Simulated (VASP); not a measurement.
# Ce (Im-3m) in VASP: further runs, part 2 of 2

VASP 6.6.1.

## 3. Single point, PBE, collinear spin, ferromagnetic start

This run uses another cell than the first one, of the same volume but with other edges.

INCAR reads:

```
PREC     = Low            # precision mode
ENCUT    = 450            # plane-wave cutoff, eV
EDIFF    = 1E-6           # SCF threshold, eV
ISMEAR   = 0              # smearing method
SIGMA    = 0.2            # smearing width, eV
LREAL    = F              # projectors in reciprocal space
LASPH    = T              # aspherical terms in the spheres
NELM     = 100            # most SCF steps
ALGO     = Normal         # electronic algorithm
ISIF     = 2              # what is computed and relaxed
LWAVE    = F              # write WAVECAR
LCHARG   = F              # write CHGCAR
ISPIN    = 2              # spin polarisation
MAGMOM   = 1              # initial moments
LORBIT   = 11             # projections on sites
LMAXMIX  = 6              # l up to which the mixer works
GGA      = PE             # functional
NBANDS   = 16             # bands
ADDGRID  = F
```

KPOINTS reads:

```
regular mesh
0
Gamma
  9 9 9
```

POSCAR reads:

```
Ce
1.0
   -1.9824590000      1.9831840000      1.9962140000
    1.9307920000     -1.9490850000      1.9104480000
    1.9370660000      1.9036920000     -1.9621150000
Ce
1
Direct
   -0.0084250000     -0.0182580000     -0.0014360000
```

Potentials or basis: VASP PAW PBE potentials, release 64 (Ce).

Command:

```
> cat potpaw_PBE.64/Ce/POTCAR > POTCAR
> mpirun -np 1 vasp_std > vasp.out
```

OUTCAR:

```text
PREC = Low
   ENCUT = 450
   EDIFF = 1E-6
   ISMEAR = 0
   LREAL = F
   LASPH = T
   NELM = 100
   ISIF = 2
   ISPIN = 2
   LORBIT = 11
   GGA = PE

 Found    365 irreducible k-points:

 Following reciprocal coordinates:
            Coordinates               Weight
  0.000000  0.000000  0.000000      1.000000
  0.111111  0.000000 -0.000000      2.000000
  0.222222  0.000000  0.000000      2.000000
  0.333333  0.000000 -0.000000      2.000000
  0.444444  0.000000  0.000000      2.000000
  0.000000  0.111111  0.000000      2.000000
   k-points           NKPTS =    365   k-points in BZ     NKDIM =    365   number of bands    NBANDS=     16
   number of dos      NEDOS =    301   number of ions     NIONS =      1
   total plane-waves  NPLWV =   5832
   dimension x,y,z NGX =    18 NGY =   18 NGZ =   18
   dimension x,y,z NGXF=    20 NGYF=   20 NGZF=   20
   ions per type =               1
   NGX,Y,Z   is equivalent  to a cutoff of   8.69,  8.95,  8.93 a.u.
   NGXF,Y,Z  is equivalent  to a cutoff of   9.66,  9.95,  9.92 a.u.
 SYSTEM =  unknown system
   PREC   = low       normal or accurate (medium, high low for compatibility)
   ISTART =      0    job   : 0-new  1-cont  2-samecut
   ICHARG =      2    charge: 1-file 2-atom 10-const
   ISPIN  =      2    spin polarized calculation?
   LNONCOLLINEAR =      F non collinear calculations
   LSORBIT =      F    spin-orbit coupling
   LASPH  =      T    aspherical Exc in radial PAW
   ENCUT  =  450.0 eV  33.07 Ry    5.75 a.u.   5.95  5.78  5.80*2*pi/ulx,y,z
   NELM   =    100;   NELMIN=  2; NELMDL= -5     # of ELM steps
   EDIFF  = 0.1E-05   stopping-criterion for ELM
   LREAL  =      F    real-space projection
   EDIFFG = 0.1E-04   stopping-criterion for IOM
   NSW    =      0    number of steps for IOM
   IBRION =     -1    ionic relax: 0-MD 1-quasi-New 2-CG
   NFREE  =      0    steps in history (QN), initial steepest desc. (CG)
   ISIF   =      2    stress and relaxation
   ISYM   =      2    0-nonsym 1-usesym 2-fastsym
   POTIM  = 0.5000    time-step for ionic-motion
   TEBEG  =    0.0;   TEEND  =   0.0 temperature during run
   PSTRESS=    0.0 pullay stress
   NELECT =      12.0000    total number of electrons
   NUPDOWN=      -1.0000    fix difference up-down
   EMIN   =  10.00;   EMAX   =-10.00  energy-range for DOS
   EFERMI =   0.00;   METHOD = LEGACY
   ISMEAR =     0;   SIGMA  =   0.20  broadening in eV -4-tet -1-fermi 0-gaus
   EFERMI_NEDOS =   21; number of points for ismear=-14 and -15
   IALGO  =     38    algorithm
   IMIX   =      4    mixing-type and parameters
     AMIX     =   0.40;   BMIX     =  1.00
     AMIX_MAG =   1.60;   BMIX_MAG =  1.00
  volume/ion in A,a.u.               =      29.35       198.10
  Fermi-wavevector in a.u.,A,eV,Ry     =   1.214998  2.296014 20.085205  1.476221
  Thomas-Fermi vector in A             =   2.350400
   LORBIT       =     11    0 simple, 1 ext, 2 COOP (PROOUT), +10 PAW based schemes
   GGA     = PE    functional components
   LHFCALC =     F    Hartree Fock is set to
   AEXX    =    0.0000 exact exchange contribution
   IVDW    =     0    specifies the selected vdW correction
   LEPSILON=     F    determine dielectric tensor
   LRPA    =     F    only Hartree local field effects (RPA)
 spin polarized calculation
 Gauss-broadening in eV      SIGMA  =   0.20
  energy-cutoff  :      450.00
  volume of cell :       29.35
 maximum number of plane-waves:       652
   NGX = 11   NGY = 11   NGZ = 11

 number of electron      11.9999978 magnetization       0.8539946

 Free energy of the ion-electron system (eV)
  ---------------------------------------------------
  ext. energy  EPLUGINS =         0.00000000
  ---------------------------------------------------
  free energy    TOTEN  =        -5.73856355 eV

  energy without entropy =       -5.63562634  energy(sigma->0) =       -5.68709494

 E-fermi :   8.2624     XC(G=0): -10.7822

 val. band max:        8.2623246774   @ k =  -0.2222  -0.4444   0.2222
 cond. band min:       8.2636718719   @ k =   0.2222  -0.2222   0.4444
 fundamental gap:      0.0013471945
 Fermi energy:         8.2624190659

 spin component 1

 k-point     1 :       0.0000    0.0000    0.0000
  band No.  band energies     occupation
      1     -26.5209      1.00000
      2      -8.1475      1.00000
      3      -8.0453      1.00000
      4      -8.0244      1.00000
      5       5.0568      1.00000
      6       8.2112      0.64131
[... 8 lines left out ...]
     15      10.1952      0.00000
     16      12.6296      0.00000

 k-point     2 :       0.1111    0.0000   -0.0000
  band No.  band energies     occupation
      1     -26.4794      1.00000
      2      -8.3964      1.00000
      3      -8.1461      1.00000
      4      -8.0489      1.00000
      5       5.5339      1.00000
      6       8.1197      0.84350
[... 8 lines left out ...]
     15      10.7595      0.00000
     16      12.3545      0.00000

 k-point     3 :       0.2222    0.0000    0.0000
  band No.  band energies     occupation
      1     -26.3727      1.00000
      2      -9.0690      1.00000
      3      -8.3423      1.00000
      4      -8.0605      1.00000
      5       6.3952      1.00000
      6       8.0852      0.89489
[... 8 lines left out ...]
     15      12.2516      0.00000
     16      12.3190      0.00000

 k-point     4 :       0.3333    0.0000   -0.0000
  band No.  band energies     occupation
      1     -26.2477      1.00000
      2      -9.7656      1.00000
      3      -8.5450      1.00000
      4      -8.0742      1.00000
      5       6.3990      1.00000
      6       7.9657      0.98205
[... 8 lines left out ...]
     15      12.7879      0.00000
     16      13.4355      0.00000

 k-point     5 :       0.4444    0.0000    0.0000
  band No.  band energies     occupation
      1     -26.1632      1.00000
      2     -10.1877      1.00000
      3      -8.6712      1.00000
      4      -8.0833      1.00000
      5       6.1357      1.00000
      6       7.8329      0.99881
[... 8 lines left out ...]
     15      13.0356      0.00000
     16      13.8014      0.00000

 k-point     6 :       0.0000    0.1111    0.0000
  band No.  band energies     occupation
      1     -26.4744      1.00000
      2      -8.3367      1.00000
      3      -8.1980      1.00000
      4      -8.0888      1.00000
      5       5.5528      1.00000
      6       8.1268      0.83113
[... 8 lines left out ...]
     15      10.4749      0.00000
     16      12.2562      0.00000

 [... further k-points ...]

 spin component 2

 k-point     1 :       0.0000    0.0000    0.0000
  band No.  band energies     occupation
      1     -26.1941      1.00000
      2      -7.8583      1.00000
      3      -7.7491      1.00000
      4      -7.7262      1.00000
      5       5.3718      1.00000
      6       8.6877      0.00132
[... 8 lines left out ...]
     15      10.4990      0.00000
     16      12.8093      0.00000

 k-point     2 :       0.1111    0.0000   -0.0000
  band No.  band energies     occupation
      1     -26.1524      1.00000
      2      -8.1055      1.00000
      3      -7.8491      1.00000
      4      -7.7530      1.00000
      5       5.8495      1.00000
      6       8.5718      0.01436
[... 8 lines left out ...]
     15      11.0707      0.00000
     16      12.5582      0.00000

 k-point     3 :       0.2222    0.0000    0.0000
  band No.  band energies     occupation
      1     -26.0452      1.00000
      2      -8.7763      1.00000
      3      -8.0461      1.00000
      4      -7.7656      1.00000
      5       6.7121      1.00000
      6       8.5055      0.04282
[... 8 lines left out ...]
     15      12.5402      0.00000
     16      12.5801      0.00000

 k-point     4 :       0.3333    0.0000   -0.0000
  band No.  band energies     occupation
      1     -25.9195      1.00000
      2      -9.4723      1.00000
      3      -8.2487      1.00000
      4      -7.7802      1.00000
      5       6.7066      1.00000
      6       8.3287      0.31961
[... 8 lines left out ...]
     15      13.0405      0.00000
     16      13.6562      0.00000

 k-point     5 :       0.4444    0.0000    0.0000
  band No.  band energies     occupation
      1     -25.8346      1.00000
      2      -9.8944      1.00000
      3      -8.3746      1.00000
      4      -7.7899      1.00000
      5       6.4332      1.00000
      6       8.1669      0.75022
[... 8 lines left out ...]
     15      13.2944      0.00000
     16      14.0219      0.00000

 k-point     6 :       0.0000    0.1111    0.0000
  band No.  band energies     occupation
      1     -26.1473      1.00000
      2      -8.0383      1.00000
      3      -7.9073      1.00000
      4      -7.7934      1.00000
      5       5.8664      1.00000
      6       8.5855      0.01118
[... 8 lines left out ...]
     15      10.8062      0.00000
     16      12.4611      0.00000

 [... further k-points ...]

------------------------ aborting loop because EDIFF is reached ----------------------------------------

  FORCE on cell =-STRESS in cart. coord.  units (eV):
  Direction    XX          YY          ZZ          XY          YZ          ZX
  --------------------------------------------------------------------------------------
  -------------------------------------------------------------------------------------
  Total       -0.3135140     -0.2327651     -0.1555289      0.0560230     -0.0453293      0.0662514
  in kB      -17.1115314    -12.7042736     -8.4887371      3.0577219     -2.4740636      3.6159883
  external PRESSURE =     -12.7681807 kB  Pullay stress =       0.0000000 kB

 VOLUME and BASIS-vectors are now :
 -----------------------------------------------------------------------------
  energy-cutoff  :      450.00
  volume of cell :       29.35
      direct lattice vectors                 reciprocal lattice vectors
    -1.982459000  1.983184000  1.996214000     0.006384800  0.255123769  0.253830615
     1.930792000 -1.949085000  1.910448000     0.262015728  0.000784005  0.259431410
     1.937066000  1.903692000 -1.962115000     0.261612011  0.260320847  0.001187722

 POSITION                                       TOTAL-FORCE (eV/Angst)
 -----------------------------------------------------------------------------------
      1.86407      1.95394      1.89567         0.000000     -0.000000     -0.000000
 -----------------------------------------------------------------------------------
    total drift:                                0.000038     -0.000028      0.000051

  FREE ENERGIE OF THE ION-ELECTRON SYSTEM (eV)
  ---------------------------------------------------
  free  energy   TOTEN  =        -5.7385635494 eV

  energy  without entropy=       -5.6356263369  energy(sigma->0) =       -5.68709494

 total charge

# of ion       s       p       d       f       tot
--------------------------------------------------
    1        2.080   5.585   1.147   0.994   9.806

 magnetization (x)

# of ion       s       p       d       f       tot
--------------------------------------------------
    1        0.004   0.005   0.125   0.553   0.686
```

It took 91 s on 1 thread of Intel Xeon 6975P-C (Granite Rapids), shared host; peak memory 0.3 GiB.

The run converged, but some of its settings lie outside the range that counts as converged, so its numbers aren't taken as properties of the crystal.

What came out:

```yaml
Free_energy: -5.7386 eV
Pressure: -1.3 GPa
Band_gap_on_the_k_mesh: none (metal or under the smearing width)
Net_moment: 0.85 μB per cell
Site_moments: Ce +0.69 μB
Valence_electrons_inside_the_program's_atomic_spheres: Ce 9.81
```

Caveat: the magnetic or orbital state may not be the lowest; spin-orbit coupling is left out, which moves the levels of the heavy elements.

## 4. Single point, PBE, collinear spin, ferromagnetic start

INCAR, as its differences from that of step 3:

```diff
@@ -1,2 +1,2 @@
-PREC     = Low            # precision mode
+PREC     = Normal         # precision mode
 ENCUT    = 450            # plane-wave cutoff, eV
```

KPOINTS is that of step 3.

POSCAR reads:

```
Ce
1.0
   -1.9432985503      1.9432985503      1.9432985503
    1.9432985503     -1.9432985503      1.9432985503
    1.9432985503      1.9432985503     -1.9432985503
Ce
1
Direct
    0.0000000000      0.0000000000      0.0000000000
```

Command:

```
> cat potpaw_PBE.64/Ce/POTCAR > POTCAR
> mpirun -np 1 vasp_std > vasp.out
```

It took 15 s on 1 thread of Intel Xeon 6975P-C (Granite Rapids), shared host; peak memory 0.14 GiB.

These settings aren't checked as converged: the numbers below hold their error.

Results:

* Free energy: -5.7401 eV
* Pressure: -1.2 GPa
* Band gap on the k mesh: none (metal or under the smearing width)
* Net moment: 0.86 μB per cell
* Site moments: Ce +0.69 μB
* Valence electrons inside the program's atomic spheres: Ce 9.80

Caveat: the magnetic or orbital state may not be the lowest; spin-orbit coupling is left out, which moves the levels of the heavy elements.

## 5. The reference run

An earlier run on the cell as given: functional PBE; potentials or basis VASP PAW PBE potentials, release 64 (Ce); cutoff 520 eV; k mesh 10 × 10 × 10; occupations fermi-dirac, width 0.05 eV; collinear spin, ferromagnetic start; starting moments [1.0] μB.

* Pressure: -0.8 GPa
* Band gap on the k mesh: none (metal or under the smearing width)
* Net moment: 1.00 μB per cell
* Site moments: Ce +0.79 μB
* Valence electrons inside the program's atomic spheres: Ce 9.81
